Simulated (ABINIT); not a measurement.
Crystal: Rh.

```
Rh
1.0
     0.00000    1.89785    1.89785
     1.89785    0.00000    1.89785
     1.89785    1.89785    0.00000
Rh
1
Cartesian
  0.0000 0.0000 0.0000
```

Program: ABINIT 10.8.3 (patched build). Alike in all runs: cell as given; cutoff (eV) 544; smearing fermi-dirac 0.05 eV.

Problem. Order these runs on this cell by their pressure, lowest first.
A. level AM05; potentials or basis JTH PAW PBE v2.0; spin off; k mesh 12 × 12 × 12
B. level PBEsol; potentials or basis JTH PAW PBE v2.0; spin off; k mesh 10 × 10 × 10
C. level rPW86PBE; potentials or basis JTH PAW PBE v2.0; spin off; k mesh 12 × 12 × 12
D. level revPBE; potentials or basis JTH PAW PBE v2.0; spin off; k mesh 12 × 12 × 12
E. level LDA-PZ; potentials or basis JTH PAW LDA v2.0; spin SOC, no magnetisation; k mesh 12 × 12 × 12

Solution. E (-9.3 GPa), A (-5.1 GPa), B (-3.1 GPa), D (10.5 GPa), C (22.4 GPa).

Caveats: the PAW data sets were made with another functional, which shifts forces and pressure a little (some runs); so large a pressure means that the cell lies far from this level's equilibrium, or that cutoff or potentials fall short (some runs); the potentials were made for another functional, which shifts forces and pressure (some runs).
